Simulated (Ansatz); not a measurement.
Crystal: Be.

```xyz
1
Lattice="0.0000 1.5791 1.5791 1.5791 0.0000 1.5791 1.5791 1.5791 0.0000" Properties=species:S:1:pos:R:3 pbc="T T T"
Be    0.0000    0.0000    0.0000
```

The cell was built by a generator and needn't be a form met in nature.

Base run:

| Item | Value |
| --- | --- |
| Program | Ansatz 0.2.0 |
| Functional | RPBE |
| Potentials or basis | Ansatz PAW |
| Cutoff | 420 eV (not typed: the program's choice for these potentials) |
| k mesh | 14 × 14 × 14 |
| Occupations | fermi-dirac, width 0.05 eV |
| Spin | no spin polarisation |

Its results: band gap on the k mesh none (metal or under the smearing width); pressure 3.1 GPa.

Q: The run is repeated on the same cell with these changes: functional from RPBE to PBE. What comes out?

A: Band gap on the k mesh none (metal or under the smearing width); pressure -0.2 GPa.

PBE binds more tightly than RPBE, so the same cell stands under less pressure.

Caveats: the PAW data sets come from PBE, with cores solved anew for the run's functional, which leaves a small shift of forces and pressure (some runs).
